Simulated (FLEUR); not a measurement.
## CdTe under changes of volume

One of the cells (32.922 Å³/atom); the others are scaled copies at fixed shape and fractional positions:

```
CELL_PARAMETERS angstrom
0.00000 3.20500 3.20500
3.20500 0.00000 3.20500
3.20500 3.20500 0.00000
ATOMIC_POSITIONS crystal
Te 0.75000 0.75000 0.75000
Cd 0.00000 0.00000 0.00000
```

```yaml
Program: FLEUR MaX-R8.1 (later development tree)
Functional: LDA (Moruzzi-Janak-Williams)
Potentials_or_basis: all-electron
Basis: FLAPW
Kmax: 4.39 1/bohr
k_mesh: 7 × 7 × 7
Occupations: fermi-dirac, width 0.05 eV
Spin: no spin polarisation
```

```csv
volume (Å³/atom),energy over the lowest point (meV/atom),gap on the mesh (eV)
30.947,20.03,0.79
31.605,8.67,0.73
32.922,0.00,0.60
34.239,?,?
34.897,14.87,0.43
```

Problem. What does the run at 34.239 Å³/atom give?

Solution. Energy over the lowest point 6.79 meV/atom; gap on the mesh 0.49 eV.

Worked out: A Birch-Murnaghan fit of order 2 (a polynomial in V^(-2/3)) to the other rows has its minimum at 32.97 Å³/atom with B0 = V·E''(V) = 47 GPa. It gives 6.64 meV/atom at 34.239 Å³/atom, against the run's 6.79. A straight line through the other rows of the gap, of slope -3.01 eV per unit of ln V (its deformation potential), gives 0.49 eV, against the run's 0.49.

Energies are extrapolated to zero smearing.

Caveats: spin-orbit coupling is left out, which moves the levels of the heavy elements.
